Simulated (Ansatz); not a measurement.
**SrCl2, response to strain**

Base system: SrCl$_{2}$ in the fluorite structure (space group Fm-3m, No. 225; a = 6.908 Å). Axes: x, y, z lie along the cube axes.

Strains are applied to the cell and any free atomic positions relax.

The values are results of PBEsol (Ansatz, a program for electronic structure), no spin-orbit coupling, not measurements.

Notes on the quantities. energy relative to the base: free energy F; pressure: mean of the normal stresses, compression positive.

| change | energy relative to the base | shortest interatomic distance | pressure |
|---|---|---|---|
| base | 0 meV/atom | 2.991 Å | 0.0 kbar |
| tensor shear ε_xy = +1.43 % | +0.7 meV/atom | 2.974 Å | 0.2 kbar |
| tensor shear ε_xy = +0.29 % | 0.0 meV/atom | 2.988 Å | 0.0 kbar |
| tensor shear ε_xy = +1.71 % | +1.0 meV/atom | 2.969 Å | 0.2 kbar |
| tensor shear ε_xy = +0.57 % | +0.1 meV/atom | 2.984 Å | 0.0 kbar |
| tensor shear ε_xy = +2.00 % | +1.4 meV/atom | 2.966 Å | 0.3 kbar |
| tensor shear ε_xy = +0.86 % | +0.3 meV/atom | 2.980 Å | 0.1 kbar |
| tensor shear ε_xy = +1.14 % | +0.5 meV/atom | 2.977 Å | 0.1 kbar |

Whether these cells are dynamically stable was not tested.
